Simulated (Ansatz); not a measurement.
`C[SiH2]C(F)(F)F` → `FC(F)F` + `C[SiH]`  (silylene formation by 1,1-elimination)

Isolated molecules relaxed with PBE0-D4/def2-TZVP in Ansatz; ΔE leaves out vibrations. CCSD(T)/CBS adds triple-zeta CCSD(T) − MP2 to the extrapolated MP2 energy (def2 sets, frozen cores). This one scheme is used for every species. Functionals use def2-TZVPP. B3LYP here is the variant with VWN-RPA as its local correlation; programs differ in this. HSE06 is defined as in plane-wave codes.

| level | ΔE (kJ/mol) | difference from CCSD(T)/CBS |
| --- | --- | --- |
| LDA (SPW92) | 238.3 | 29.5 |
| BLYP-D4 | 200.4 | -8.4 |
| r2SCAN-D4 | 229.5 | 20.7 |
| B97M-V | 203.4 | -5.4 |
| B3LYP-D4 | 206.5 | -2.3 |
| r2SCANh-D4 | 228.3 | 19.5 |
| r2SCAN0-D4 | 227.0 | 18.2 |
| HSE06-D4 | 216.6 | 7.8 |
| BHLYP-D4 | 212.2 | 3.4 |
| CAM-B3LYP-D4 | 215.6 | 6.8 |
| B2PLYP | 202.7 | -6.1 |
| PBE-QIDH | 217.9 | 9.1 |
| PBE | 205.2 | -3.6 |
| revPBE | 189.4 | -19.4 |
| BLYP | 184.0 | -24.8 |
| r2SCAN | 227.2 | 18.4 |
| PBE0 | 210.0 | 1.2 |
| B3LYP | 193.9 | -14.9 |
| r2SCANh | 225.9 | 17.1 |
| r2SCAN0 | 224.3 | 15.5 |
| HSE06 | 209.9 | 1.1 |
| BHLYP | 202.1 | -6.7 |
| CAM-B3LYP | 208.3 | -0.5 |
| LC-ωPBE | 226.3 | 17.5 |
| RPA@PBE/def2-TZVPP | 187.1 | -21.7 |
| HF/def2-SVP | 179.3 | -29.5 |
| MP2/def2-SVP | 205.2 | -3.6 |
| CCSD/def2-SVP | 185.7 | -23.1 |
| CCSD(T)/def2-SVP | 189.5 | -19.3 |
| HF/def2-TZVPP | 184.3 | -24.5 |
| MP2/def2-TZVPP | 214.3 | 5.5 |
| SCS-MP2/def2-TZVPP | 205.1 | -3.7 |
| CCSD/def2-TZVPP | 195.4 | -13.4 |
| CCSD(T)/def2-TZVPP | 199.8 | -9.0 |
| HF/def2-QZVPP | 184.6 | -24.2 |
| MP2/def2-QZVPP | 219.6 | 10.8 |
| SCS-MP2/def2-QZVPP | 210.3 | 1.5 |
| HF/CBS(def2) | 184.6 | -24.2 |
| MP2/CBS(def2) | 223.3 | 14.5 |
| CCSD/CBS(def2) | 204.4 | -4.4 |
| CCSD(T)/CBS | 208.8 | 0 |

Largest T1 diagnostic among the species: 0.012.

From PBE to PBE0 (25 % exact exchange), in def2-TZVPP and without D4, ΔE moves by +4.8 kJ/mol. At CCSD(T), def2-SVP lies −19.3 kJ/mol from the extrapolated value and def2-TZVPP −9.0 kJ/mol.

CCSD(T)/CBS has its own doubt, a few kJ/mol and more with outer-core shells, so smaller differences from it don't rank the levels.
